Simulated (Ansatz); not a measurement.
The calculation used DFT PBE, scalar-relativistic, plane waves, PAW in Ansatz 0.2.0. All cells share a 420 eV cutoff and Γ-centred k meshes spaced at most about 0.3 Å⁻¹ (about 0.25 or finer for metals, 2π included). No cell keeps a magnetic moment.

Each guess is relaxed in cell and atoms at zero pressure, on a coarse mesh first where it starts far from rest and then on a converged one. The steps can't lower the symmetry of the start, but it can rise. Energies are static (0 K, no zero-point motion).

Two unrelaxed guesses for CuO:

A. (collinear spin from parallel moments)

```cif
data_structure
_symmetry_space_group_name_H-M 'R3m:H'
_symmetry_Int_Tables_number 160
_cell_length_a 3.1006
_cell_length_b 3.1006
_cell_length_c 8.1695
_cell_angle_alpha 90.000
_cell_angle_beta 90.000
_cell_angle_gamma 120.000
_cell_volume 68.02
loop_
_atom_site_label
_atom_site_type_symbol
_atom_site_symmetry_multiplicity
_atom_site_Wyckoff_symbol
_atom_site_fract_x
_atom_site_fract_y
_atom_site_fract_z
_atom_site_occupancy
Cu1 Cu 3 a 0.66667 0.33333 0.32555 1
O1 O 3 a 0.33333 0.66667 0.19545 1
```

B. (collinear spin from parallel moments)

```cif
data_structure
_symmetry_space_group_name_H-M 'I4/mmm'
_symmetry_Int_Tables_number 139
_cell_length_a 3.9770
_cell_length_b 3.9770
_cell_length_c 3.0210
_cell_angle_alpha 90.000
_cell_angle_beta 90.000
_cell_angle_gamma 90.000
_cell_volume 47.78
loop_
_atom_site_label
_atom_site_type_symbol
_atom_site_symmetry_multiplicity
_atom_site_Wyckoff_symbol
_atom_site_fract_x
_atom_site_fract_y
_atom_site_fract_z
_atom_site_occupancy
Cu1 Cu 2 a 0.00000 0.00000 0.00000 1
O1 O 2 b 0.00000 0.00000 0.50000 1
```

**Question.** Where do they end, and which end is lower?

**Answer.** Both fall into one structure. A: R3m at 11.3 Å³/atom → Fm-3m (rock salt type) at 9.6 Å³/atom; B: I4/mmm at 11.9 Å³/atom → Fm-3m (rock salt type) at 9.6 Å³/atom. Conventional cell: a = 4.244 Å. Cu has 6 O at 2.12 Å; O is surrounded by 6 Cu at 2.12 Å.

Space group Fm-3m (No. 225). a = 4.244 Å, b = 4.244 Å, c = 4.244 Å, α = 90.00°, β = 90.00°, γ = 90.00°
```csv
atom,site,symmetry,x,y,z
Cu,4a,m-3m,0.0000,0.0000,0.0000
O,4b,m-3m,0.5000,0.0000,0.0000
```

Ends held by symmetry can be saddle points. This end isn't the lowest form computed: that has space group P4_2/mmc (No. 131), is reached from a Materials Project cell (its symmetry changed) and lies 179 meV/atom below it. In such compounds of Cu a zero gap at this level may well be an artefact, since no Hubbard U is applied. The cell is a metal run without spin; a magnetic state may lie lower. Some candidate types were left out of the draw beforehand, so a known form may be missing.
